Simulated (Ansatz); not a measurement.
A plane-wave DFT run in Ansatz 0.2.0 (scalar-relativistic PAW potentials unless the input names others): input and command.

```yaml
crystal:
  lattice:
    - [3.6043047991, 0.0, 0.0]
    - [0.0, 3.6043047991, 0.0]
    - [0.0, 0.0, 5.2639673039]
  atoms:
    - { symbol: Hf, position: [0.5, 0.4911763947, 0.5] }
    - { symbol: Hf, position: [0.0, -0.0088236053, 0.0] }
    - { symbol: O, position: [0.0, 0.5971061049, 0.6932520932] }
    - { symbol: O, position: [0.5, 0.0971061049, 0.8067479068] }
    - { symbol: O, position: [0.5, 0.0013317764, 0.3067479068] }
    - { symbol: O, position: [0.0, 0.5013317764, 0.1932520932] }
basis:
  ecutwfc: 420
kpoints:
  mp_grid: { grid: [6, 6, 4] }
hamiltonian:
  xc: pbe
scf:
  occupations: { method: gaussian, width: 0.05 }
  max_iter: 60
output:
  forces: true
  eigenvalues: true
  stress: true
total_charge: 6
```

```bash
ansatz run input.yaml --threads 2 --pin off --max-ram 5120MiB --backend cpu --events-out ev --progress --plain --runs-dir out
```

Abridged log:
```
Basis set: ecut = 420 eV, 1321 PW (Γ), exchange–correlation on 50×50×72 points (8 copies of the dense FFT grid, shifted against one another)
Bands: 42, of which v1, the nominal top of the filled ones, is band 35 counted from 1 (34 counted from 0)
Symmetry: 4 space group operations
k-points: 48 of 144 (time reversal used)
SCF iter   1: F=—  HF=-33860.229950 eV  |F-HF|=—  |Δ(HF+E_count)|=         —  Δρ=4.92e-1  dr2=2.03e2  ethr=1.77e-3  ⟨swp⟩=5.4  Hψ=8370  notcnv=0
SCF iter   2: F=—  HF=-33806.638872 eV  |F-HF|=—  |Δ(HF+E_count)|=    5.36e1  Δρ=2.74e-1  dr2=3.31e1  ethr=1.77e-3  ⟨swp⟩=6.5  Hψ=6823  notcnv=0  defer=97
SCF iter   3: F=—  HF=-33811.021111 eV  |F-HF|=—  |Δ(HF+E_count)|=    4.38e0  Δρ=1.02e-1  dr2=5.12e0  ethr=1.77e-3  ⟨swp⟩=4.9  Hψ=6969  notcnv=0  defer=92
SCF iter   4: F=—  HF=-33800.532150 eV  |F-HF|=—  |Δ(HF+E_count)|=    1.05e1  Δρ=4.24e-2  dr2=8.98e-1  ethr=1.77e-3  ⟨swp⟩=4.5  Hψ=6383  notcnv=0  defer=84
SCF iter   5: F=—  HF=-33799.890866 eV  |F-HF|=—  |Δ(HF+E_count)|=   6.41e-1  Δρ=1.58e-2  dr2=1.72e-1  ethr=1.28e-3  ⟨swp⟩=3.3  Hψ=4492  notcnv=0  defer=80
SCF iter   6: F=—  HF=-33799.835477 eV  |F-HF|=—  |Δ(HF+E_count)|=   5.54e-2  Δρ=6.40e-3  dr2=3.11e-2  ethr=2.46e-4  ⟨swp⟩=4.1  Hψ=4529  notcnv=0  defer=81
SCF iter   7: F=—  HF=-33799.827252 eV  |F-HF|=—  |Δ(HF+E_count)|=   8.23e-3  Δρ=2.56e-3  dr2=5.70e-3  ethr=4.44e-5  ⟨swp⟩=2.1  Hψ=2693  notcnv=0  defer=78
SCF iter   8: F=—  HF=-33799.825716 eV  |F-HF|=—  |Δ(HF+E_count)|=   1.54e-3  Δρ=8.58e-4  dr2=3.07e-4  ethr=8.15e-6  ⟨swp⟩=2.1  Hψ=3367  notcnv=0  defer=78
SCF iter   9: F=—  HF=-33799.825661 eV  |F-HF|=—  |Δ(HF+E_count)|=   5.52e-5  Δρ=1.50e-4  dr2=9.14e-6  ethr=4.39e-7  ⟨swp⟩=2.0  Hψ=3541  notcnv=0  defer=78
SCF iter  10: F=—  HF=-33799.825579 eV  |F-HF|=—  |Δ(HF+E_count)|=   8.22e-5  Δρ=5.54e-5  dr2=1.79e-6  ethr=1.31e-8  ⟨swp⟩=2.0  Hψ=3673  notcnv=0  defer=78
SCF iter  11: F=-33799.825579 eV  HF=-33799.825579 eV  |F-HF|=4.76e-8  |Δ(HF+E_count)|=   1.28e-7  Δρ=1.28e-5  dr2=4.82e-8  ethr=1.43e-10  ⟨swp⟩=11.1  Hψ=11455  notcnv=0
SCF 1 converged in 11 iterations: F = -33799.825579 eV  dr2 = 4.82e-8
SCF converged after 11 iterations
Free energy (F): -33799.825579 eV
Harris-Foulkes:  -33799.825579 eV  (|F-HF|=4.76e-8)
Internal energy: -33799.816196 eV  (E = F + TS)
E sigma→0 (E₀):  -33799.820887 eV
Entropy (-TS):   -0.009383 eV (-1.564 meV/atom)
Fermi energy:    11.184086 eV
--- Forces (eV/Å), atoms counted from 1 ---
  atom   1  Hf     0.00000000     0.67699511    -0.11260356
  atom   2  Hf     0.00000000     0.67699511     0.11260356
  atom   3  O      0.00000000     0.03968918     1.27479415
  atom   4  O      0.00000000     0.03968918    -1.27479415
  atom   5  O      0.00000000    -0.71663084    -2.23424555
  atom   6  O      0.00000000    -0.71663084     2.23424555
--- Stress (GPa, compression-positive) ---
       72.398663       0.000000       0.000000
        0.000000      84.227466       0.000000
        0.000000       0.000000      74.072546
  P = ⅓ Tr σ = 76.8996 GPa (768.996 kbar)
```

Task: What should be changed?

Result: The fault is a net charge on a solid that should be neutral, 6 electrons a cell too few, offset by a uniform background, so that energy and pressure hang on that convention (total_charge: not typed → 6, the first being the value of the sound run). Setting it back cures it. The run converged all the same, with a total energy on another zero, pressure 76.90 GPa (with the neutralising background of the charged cell), largest force 2.346 eV/Å, no gap on the mesh, so convergence alone doesn't show that an input is right. A reference run from the same start on usual settings converged with pressure 0.91 GPa, largest force 0.762 eV/Å, gap on the mesh 4.29 eV.

Time: 10 s on 2 threads of Arm Neoverse V2 (shared host), peak memory 0.37 GiB.